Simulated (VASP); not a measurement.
# MnO (P6_3mc) in VASP: notebook

Runs on MnO. Level: PBEsol. Tasks: single point.

Everything below comes from runs of VASP 6.6.1. Logs are shortened: lines on timing, memory, paths and dates and some standing lists are left out, and cuts for length are marked.

### Step 1. The structure

Symmetry: P6_3mc, No. 186, hexagonal system. Conventional cell: a = 3.372 Å, b = 3.372 Å, c = 5.386 Å, α = 90.00°, β = 90.00°, γ = 120.00°. Around Mn (site symmetry 3m) lie 4 O at 1.96 to 2.08 Å. O (site symmetry 3m) has 4 Mn at 1.96 to 2.08 Å as nearest neighbours.

Measurements of this composition are mostly on another form, of space group No. 225.

### Step 2. Single point, PBEsol, collinear spin, ferromagnetic start

INCAR reads:

```
SYSTEM = MnO
PREC = Accurate ; ENCUT = 450
EDIFF = 1E-6 ; ISMEAR = -5
SIGMA = 0.05 ; LREAL = .FALSE.
LASPH = .TRUE. ; NELM = 100
ALGO = Normal ; ISIF = 2
LWAVE = .FALSE. ; LCHARG = .FALSE.
ISPIN = 2 ; MAGMOM = 4 4 0 0
LORBIT = 11 ; LMAXMIX = 4
GGA = PS ; NBANDS = 31
ADDGRID = .FALSE.
```

KPOINTS reads:

```
Automatic mesh
0
G
  7 7 4
  0 0 0
```

POSCAR reads:

```
MnO
1.0
    3.3717000000      0.0000000000      0.0000000000
   -1.6858500000      2.9199778539      0.0000000000
    0.0000000000      0.0000000000      5.3855000000
Mn O
2 2
Direct
    0.6666666667      0.3333333333      0.5109600000
    0.3333333333      0.6666666667      0.0109600000
    0.6666666667      0.3333333333      0.8754700000
    0.3333333333      0.6666666667      0.3754700000
```

Potentials or basis: VASP PAW PBE potentials, release 64 (Mn_pv, O).

Launch:

```sh
$ cat potpaw_PBE.64/Mn_pv/POTCAR potpaw_PBE.64/O/POTCAR > POTCAR
$ mpirun -np 1 vasp_std > vasp.out
```

OUTCAR:

```text
SYSTEM = MnO
   PREC = Accurate
   ENCUT = 450
   EDIFF = 1E-6
   ISMEAR = -5
   LREAL = .FALSE.
   LASPH = .TRUE.
   NELM = 100
   ISIF = 2
   ISPIN = 2
   LORBIT = 11
   GGA = PS

 Found     24 irreducible k-points:

 Following reciprocal coordinates:
            Coordinates               Weight
  0.000000  0.000000  0.000000      1.000000
  0.142857 -0.000000  0.000000      6.000000
  0.285714 -0.000000  0.000000      6.000000
  0.428571  0.000000  0.000000      6.000000
  0.142857  0.142857  0.000000      6.000000
  0.285714  0.142857  0.000000     12.000000
   k-points           NKPTS =     24   k-points in BZ     NKDIM =     24   number of bands    NBANDS=     31
   number of dos      NEDOS =    301   number of ions     NIONS =      4
   total plane-waves  NPLWV =  23040
   dimension x,y,z NGX =    24 NGY =   24 NGZ =   40
   dimension x,y,z NGXF=    48 NGYF=   48 NGZF=   80
   ions per type =               2   2
   NGX,Y,Z   is equivalent  to a cutoff of  11.83, 11.83, 12.35 a.u.
   NGXF,Y,Z  is equivalent  to a cutoff of  23.67, 23.67, 24.70 a.u.
 SYSTEM =  MnO
   PREC   = accura    normal or accurate (medium, high low for compatibility)
   ISTART =      0    job   : 0-new  1-cont  2-samecut
   ICHARG =      2    charge: 1-file 2-atom 10-const
   ISPIN  =      2    spin polarized calculation?
   LNONCOLLINEAR =      F non collinear calculations
   LSORBIT =      F    spin-orbit coupling
   LASPH  =      T    aspherical Exc in radial PAW
   ENCUT  =  450.0 eV  33.07 Ry    5.75 a.u.   5.83  5.83  9.32*2*pi/ulx,y,z
   NELM   =    100;   NELMIN=  2; NELMDL= -5     # of ELM steps
   EDIFF  = 0.1E-05   stopping-criterion for ELM
   LREAL  =      F    real-space projection
   EDIFFG = 0.1E-04   stopping-criterion for IOM
   NSW    =      0    number of steps for IOM
   IBRION =     -1    ionic relax: 0-MD 1-quasi-New 2-CG
   NFREE  =      0    steps in history (QN), initial steepest desc. (CG)
   ISIF   =      2    stress and relaxation
   ISYM   =      2    0-nonsym 1-usesym 2-fastsym
   POTIM  = 0.5000    time-step for ionic-motion
   TEBEG  =    0.0;   TEEND  =   0.0 temperature during run
   PSTRESS=    0.0 pullay stress
   NELECT =      38.0000    total number of electrons
   NUPDOWN=      -1.0000    fix difference up-down
   EMIN   =  10.00;   EMAX   =-10.00  energy-range for DOS
   EFERMI =   0.00;   METHOD = LEGACY
   ISMEAR =    -5;   SIGMA  =   0.05  broadening in eV -4-tet -1-fermi 0-gaus
   EFERMI_NEDOS =   21; number of points for ismear=-14 and -15
   IALGO  =     38    algorithm
   IMIX   =      4    mixing-type and parameters
     AMIX     =   0.40;   BMIX     =  1.00
     AMIX_MAG =   1.60;   BMIX_MAG =  1.00
  volume/ion in A,a.u.               =      13.26        89.45
  Fermi-wavevector in a.u.,A,eV,Ry     =   1.465046  2.768535 29.202988  2.146359
  Thomas-Fermi vector in A             =   2.580949
   LORBIT       =     11    0 simple, 1 ext, 2 COOP (PROOUT), +10 PAW based schemes
   GGA     = PS    functional components
   LHFCALC =     F    Hartree Fock is set to
   AEXX    =    0.0000 exact exchange contribution
   IVDW    =     0    specifies the selected vdW correction
   LEPSILON=     F    determine dielectric tensor
   LRPA    =     F    only Hartree local field effects (RPA)
 spin polarized calculation
 Fermi weights with tetrahedron method with Bloechl corrections
  energy-cutoff  :      450.00
  volume of cell :       53.02
 maximum number of plane-waves:      1170
 NGX is ok and might be reduce to    24
   NGX = 11   NGY = 11   NGZ = 19

 number of electron      37.9999974 magnetization      10.0051692

 number of electron      37.9999974 magnetization       9.9996757

 Free energy of the ion-electron system (eV)
  ---------------------------------------------------
  ext. energy  EPLUGINS =         0.00000000
  ---------------------------------------------------
  free energy    TOTEN  =       -34.26599125 eV

  energy without entropy =      -34.26599125  energy(sigma->0) =      -34.26599125

 E-fermi :   5.7346     XC(G=0): -10.8219

 val. band max:        5.7574134547   @ k =   0.0000   0.0000   0.0000
 cond. band min:       5.6007433178   @ k =   0.0000   0.0000   0.0000
 fundamental gap:     -0.1566701369
 Fermi energy:         5.7346093321

 spin component 1

 k-point     1 :       0.0000    0.0000    0.0000
  band No.  band energies     occupation
      1     -44.7086      1.00000
      2     -44.7079      1.00000
      3     -44.7079      1.00000
      4     -44.7016      1.00000
      5     -44.7016      1.00000
      6     -44.6709      1.00000
[... 23 lines left out ...]
     30      17.7964      0.00000
     31      18.1920      0.00000

 k-point     2 :       0.1429   -0.0000    0.0000
  band No.  band energies     occupation
      1     -44.7127      1.00000
      2     -44.7092      1.00000
      3     -44.7065      1.00000
      4     -44.7060      1.00000
      5     -44.7026      1.00000
      6     -44.6722      1.00000
[... 23 lines left out ...]
     30      17.0239      0.00000
     31      18.5338      0.00000

 k-point     3 :       0.2857   -0.0000    0.0000
  band No.  band energies     occupation
      1     -44.7219      1.00000
      2     -44.7165      1.00000
      3     -44.7121      1.00000
      4     -44.7045      1.00000
      5     -44.7006      1.00000
      6     -44.6756      1.00000
[... 23 lines left out ...]
     30      16.2031      0.00000
     31      16.9659      0.00000

 k-point     4 :       0.4286    0.0000    0.0000
  band No.  band energies     occupation
      1     -44.7296      1.00000
      2     -44.7247      1.00000
      3     -44.7144      1.00000
      4     -44.7061      1.00000
      5     -44.6945      1.00000
      6     -44.6800      1.00000
[... 23 lines left out ...]
     30      15.2008      0.00000
     31      17.0298      0.00000

 k-point     5 :       0.1429    0.1429    0.0000
  band No.  band energies     occupation
      1     -44.7183      1.00000
      2     -44.7150      1.00000
      3     -44.7103      1.00000
      4     -44.7048      1.00000
      5     -44.7023      1.00000
      6     -44.6745      1.00000
[... 23 lines left out ...]
     30      17.0276      0.00000
     31      17.2991      0.00000

 k-point     6 :       0.2857    0.1429    0.0000
  band No.  band energies     occupation
      1     -44.7256      1.00000
      2     -44.7222      1.00000
      3     -44.7148      1.00000
      4     -44.7077      1.00000
      5     -44.6960      1.00000
      6     -44.6786      1.00000
[... 23 lines left out ...]
     30      15.4603      0.00000
     31      16.4368      0.00000

 [... further k-points ...]

 spin component 2

 k-point     1 :       0.0000    0.0000    0.0000
  band No.  band energies     occupation
      1     -40.0648      1.00000
      2     -40.0340      1.00000
      3     -40.0340      1.00000
      4     -40.0259      1.00000
      5     -40.0259      1.00000
      6     -40.0141      1.00000
[... 23 lines left out ...]
     30      18.9100      0.00000
     31      19.7471      0.00000

 k-point     2 :       0.1429   -0.0000    0.0000
  band No.  band energies     occupation
      1     -40.0624      1.00000
      2     -40.0394      1.00000
      3     -40.0358      1.00000
      4     -40.0323      1.00000
      5     -40.0272      1.00000
      6     -40.0159      1.00000
[... 23 lines left out ...]
     30      18.5519      0.00000
     31      20.3147      0.00000

 k-point     3 :       0.2857   -0.0000    0.0000
  band No.  band energies     occupation
      1     -40.0581      1.00000
      2     -40.0487      1.00000
      3     -40.0455      1.00000
      4     -40.0395      1.00000
      5     -40.0295      1.00000
      6     -40.0202      1.00000
[... 23 lines left out ...]
     30      18.0836      0.00000
     31      18.4912      0.00000

 k-point     4 :       0.4286    0.0000    0.0000
  band No.  band energies     occupation
      1     -40.0640      1.00000
      2     -40.0569      1.00000
      3     -40.0445      1.00000
      4     -40.0425      1.00000
      5     -40.0316      1.00000
      6     -40.0259      1.00000
[... 23 lines left out ...]
     30      16.9570      0.00000
     31      18.6771      0.00000

 k-point     5 :       0.1429    0.1429    0.0000
  band No.  band energies     occupation
      1     -40.0586      1.00000
      2     -40.0455      1.00000
      3     -40.0435      1.00000
      4     -40.0375      1.00000
      5     -40.0300      1.00000
      6     -40.0188      1.00000
[... 23 lines left out ...]
     30      18.9723      0.00000
     31      19.2035      0.00000

 k-point     6 :       0.2857    0.1429    0.0000
  band No.  band energies     occupation
      1     -40.0594      1.00000
      2     -40.0537      1.00000
      3     -40.0460      1.00000
      4     -40.0430      1.00000
      5     -40.0336      1.00000
      6     -40.0241      1.00000
[... 23 lines left out ...]
     30      17.3620      0.00000
     31      18.3172      0.00000

 [... further k-points ...]

------------------------ aborting loop because EDIFF is reached ----------------------------------------

  FORCE on cell =-STRESS in cart. coord.  units (eV):
  Direction    XX          YY          ZZ          XY          YZ          ZX
  --------------------------------------------------------------------------------------
  -------------------------------------------------------------------------------------
  Total       -0.8315638     -0.8315638      1.6499806      0.0000000      0.0000000      0.0000000
  in kB      -25.1276372    -25.1276372     49.8580059      0.0000000      0.0000000      0.0000000
  external PRESSURE =      -0.1324229 kB  Pullay stress =       0.0000000 kB

 VOLUME and BASIS-vectors are now :
 -----------------------------------------------------------------------------
  energy-cutoff  :      450.00
  volume of cell :       53.02
      direct lattice vectors                 reciprocal lattice vectors
     3.371700000  0.000000000  0.000000000     0.296586292  0.171234175  0.000000000
    -1.685850000  2.919977854  0.000000000     0.000000000  0.342468351  0.000000000
     0.000000000  0.000000000  5.385500000     0.000000000  0.000000000  0.185683781

 POSITION                                       TOTAL-FORCE (eV/Angst)
 -----------------------------------------------------------------------------------
      1.68585      0.97333      2.75178         0.000000     -0.000000     -0.589523
     -0.00000      1.94665      0.05903        -0.000000      0.000000     -0.589523
      1.68585      0.97333      4.71484         0.000000     -0.000000      0.589523
     -0.00000      1.94665      2.02209        -0.000000      0.000000      0.589523
 -----------------------------------------------------------------------------------
    total drift:                                0.000000      0.000001      0.003843

  FREE ENERGIE OF THE ION-ELECTRON SYSTEM (eV)
  ---------------------------------------------------
  free  energy   TOTEN  =       -34.2659912477 eV

  energy  without entropy=      -34.2659912477  energy(sigma->0) =      -34.26599125

 total charge

# of ion       s       p       d       tot
------------------------------------------
    1        0.244   6.235   4.953  11.432
    2        0.244   6.235   4.953  11.432
    3        1.561   3.445   0.000   5.006
    4        1.561   3.445   0.000   5.006
--------------------------------------------------
tot          3.610  19.362   9.905  32.877

 magnetization (x)

# of ion       s       p       d       tot
------------------------------------------
    1        0.038   0.063   4.302   4.403
    2        0.038   0.063   4.302   4.403
    3        0.020   0.181   0.000   0.201
    4        0.020   0.181   0.000   0.201
--------------------------------------------------
tot          0.115   0.490   8.603   9.209
```

It took 37 s on 1 thread of AMD EPYC 9R45 (Zen 5), shared host; peak memory 0.17 GiB.

These settings aren't checked as converged: the numbers below hold their error.

What came out:

```yaml
Free_energy: -34.2660 eV
Largest_force: 0.590 eV/Å
Band_gap_on_the_k_mesh: none (metal or under the smearing width)
Net_moment: 10.00 μB per cell
Site_moments: Mn +4.40; O +0.20 μB
Valence_electrons_inside_the_program's_atomic_spheres: Mn 11.43; O 5.01
```

Caveat: the cutoff is under 1.25 times the usual one of these potentials, so pressure, stress and relaxed cells hold a basis-set (Pulay) error; the PAW data sets were made with another functional, which shifts forces and pressure a little; semilocal functionals often make such compounds metallic where correlation or magnetic order opens a gap, which also shifts bond lengths; only a ferromagnetic start was run, and an antiferromagnetic order may lie lower in energy; tetrahedron occupations give inexact forces and stress in metals.

### Step 3. Single point, PBEsol, collinear spin, ferromagnetic start

INCAR, as its differences from that of step 2:

```diff
@@ -1,4 +1,4 @@
 SYSTEM = MnO
-PREC = Accurate ; ENCUT = 450
-EDIFF = 1E-6 ; ISMEAR = -5
+PREC = Accurate ; ENCUT = 550
+EDIFF = 1E-6 ; ISMEAR = 0
 SIGMA = 0.05 ; LREAL = .FALSE.
```

KPOINTS is that of step 2.

POSCAR is that of step 2.

Potentials or basis: VASP PAW PBE potentials, release 64 (Mn_pv, O).

Launch:

```sh
$ cat potpaw_PBE.64/Mn_pv/POTCAR potpaw_PBE.64/O/POTCAR > POTCAR
$ mpirun -np 1 vasp_std > vasp.out
```

OUTCAR:

```text
SYSTEM = MnO
   PREC = Accurate
   ENCUT = 550
   EDIFF = 1E-6
   ISMEAR = 0
   LREAL = .FALSE.
   LASPH = .TRUE.
   NELM = 100
   ISIF = 2
   ISPIN = 2
   LORBIT = 11
   GGA = PS

 Found     24 irreducible k-points:

 Following reciprocal coordinates:
            Coordinates               Weight
  0.000000  0.000000  0.000000      1.000000
  0.142857 -0.000000  0.000000      6.000000
  0.285714 -0.000000  0.000000      6.000000
  0.428571  0.000000  0.000000      6.000000
  0.142857  0.142857  0.000000      6.000000
  0.285714  0.142857  0.000000     12.000000
   k-points           NKPTS =     24   k-points in BZ     NKDIM =     24   number of bands    NBANDS=     31
   number of dos      NEDOS =    301   number of ions     NIONS =      4
   total plane-waves  NPLWV =  32928
   dimension x,y,z NGX =    28 NGY =   28 NGZ =   42
   dimension x,y,z NGXF=    56 NGYF=   56 NGZF=   84
   ions per type =               2   2
   NGX,Y,Z   is equivalent  to a cutoff of  13.81, 13.81, 12.97 a.u.
   NGXF,Y,Z  is equivalent  to a cutoff of  27.61, 27.61, 25.93 a.u.
 SYSTEM =  MnO
   PREC   = accura    normal or accurate (medium, high low for compatibility)
   ISTART =      0    job   : 0-new  1-cont  2-samecut
   ICHARG =      2    charge: 1-file 2-atom 10-const
   ISPIN  =      2    spin polarized calculation?
   LNONCOLLINEAR =      F non collinear calculations
   LSORBIT =      F    spin-orbit coupling
   LASPH  =      T    aspherical Exc in radial PAW
   ENCUT  =  550.0 eV  40.42 Ry    6.36 a.u.   6.45  6.45 10.30*2*pi/ulx,y,z
   NELM   =    100;   NELMIN=  2; NELMDL= -5     # of ELM steps
   EDIFF  = 0.1E-05   stopping-criterion for ELM
   LREAL  =      F    real-space projection
   EDIFFG = 0.1E-04   stopping-criterion for IOM
   NSW    =      0    number of steps for IOM
   IBRION =     -1    ionic relax: 0-MD 1-quasi-New 2-CG
   NFREE  =      0    steps in history (QN), initial steepest desc. (CG)
   ISIF   =      2    stress and relaxation
   ISYM   =      2    0-nonsym 1-usesym 2-fastsym
   POTIM  = 0.5000    time-step for ionic-motion
   TEBEG  =    0.0;   TEEND  =   0.0 temperature during run
   PSTRESS=    0.0 pullay stress
   NELECT =      38.0000    total number of electrons
   NUPDOWN=      -1.0000    fix difference up-down
   EMIN   =  10.00;   EMAX   =-10.00  energy-range for DOS
   EFERMI =   0.00;   METHOD = LEGACY
   ISMEAR =     0;   SIGMA  =   0.05  broadening in eV -4-tet -1-fermi 0-gaus
[... 42 lines left out ...]

 spin component 1

 k-point     1 :       0.0000    0.0000    0.0000
  band No.  band energies     occupation
      1     -44.7142      1.00000
      2     -44.7141      1.00000
      3     -44.7141      1.00000
      4     -44.7081      1.00000
      5     -44.7081      1.00000
      6     -44.6762      1.00000
[... 193 lines left out ...]
     30      15.4571      0.00000
     31      16.4355      0.00000

 [... further k-points ...]

 spin component 2

 k-point     1 :       0.0000    0.0000    0.0000
  band No.  band energies     occupation
      1     -40.0728      1.00000
      2     -40.0430      1.00000
      3     -40.0430      1.00000
      4     -40.0352      1.00000
      5     -40.0352      1.00000
      6     -40.0217      1.00000
[... 193 lines left out ...]
     30      17.3523      0.00000
     31      18.3093      0.00000

 [... further k-points ...]

------------------------ aborting loop because EDIFF is reached ----------------------------------------

  FORCE on cell =-STRESS in cart. coord.  units (eV):
  Direction    XX          YY          ZZ          XY          YZ          ZX
  --------------------------------------------------------------------------------------
  -------------------------------------------------------------------------------------
  Total       -0.4338513     -0.4338513      2.0438421      0.0000000      0.0000000      0.0000000
  in kB      -13.1098279    -13.1098279     61.7594478      0.0000000      0.0000000      0.0000000
  external PRESSURE =      11.8465974 kB  Pullay stress =       0.0000000 kB

 VOLUME and BASIS-vectors are now :
 -----------------------------------------------------------------------------
  energy-cutoff  :      550.00
  volume of cell :       53.02
      direct lattice vectors                 reciprocal lattice vectors
     3.371700000  0.000000000  0.000000000     0.296586292  0.171234175  0.000000000
    -1.685850000  2.919977854  0.000000000     0.000000000  0.342468351  0.000000000
     0.000000000  0.000000000  5.385500000     0.000000000  0.000000000  0.185683781

 POSITION                                       TOTAL-FORCE (eV/Angst)
 -----------------------------------------------------------------------------------
      1.68585      0.97333      2.75178         0.000000     -0.000000     -0.596889
     -0.00000      1.94665      0.05903        -0.000000      0.000000     -0.596889
      1.68585      0.97333      4.71484        -0.000000     -0.000000      0.596889
     -0.00000      1.94665      2.02209        -0.000000      0.000000      0.596889
 -----------------------------------------------------------------------------------
    total drift:                               -0.000000     -0.000000     -0.000269

  FREE ENERGIE OF THE ION-ELECTRON SYSTEM (eV)
  ---------------------------------------------------
  free  energy   TOTEN  =       -34.2639229275 eV

  energy  without entropy=      -34.2635871206  energy(sigma->0) =      -34.26375502

 total charge

# of ion       s       p       d       tot
------------------------------------------
    1        0.245   6.235   4.952  11.431
    2        0.245   6.235   4.952  11.431
    3        1.549   3.442   0.000   4.991
    4        1.549   3.442   0.000   4.991
--------------------------------------------------
tot          3.588  19.354   9.903  32.845

 magnetization (x)

# of ion       s       p       d       tot
------------------------------------------
    1        0.037   0.063   4.300   4.401
    2        0.037   0.063   4.300   4.401
    3        0.019   0.181   0.000   0.200
    4        0.019   0.181   0.000   0.200
--------------------------------------------------
tot          0.113   0.488   8.600   9.202
```

It took 48 s on 1 thread of AMD EPYC 9R45 (Zen 5), shared host; peak memory 0.19 GiB.

The run converged, but some of its settings lie outside the range that counts as converged, so its numbers aren't taken as properties of the crystal.

What came out:

- Free energy: -34.2639 eV
- Pressure: 1.2 GPa
- Largest force: 0.597 eV/Å
- Band gap on the k mesh: none (metal or under the smearing width)
- Net moment: 9.99 μB per cell
- Site moments: Mn +4.40; O +0.20 μB
- Valence electrons inside the program's atomic spheres: Mn 11.43; O 4.99

Caveat: the PAW data sets were made with another functional, which shifts forces and pressure a little; semilocal functionals often make such compounds metallic where correlation or magnetic order opens a gap, which also shifts bond lengths; only a ferromagnetic start was run, and an antiferromagnetic order may lie lower in energy.

[end of part 1 of 2]
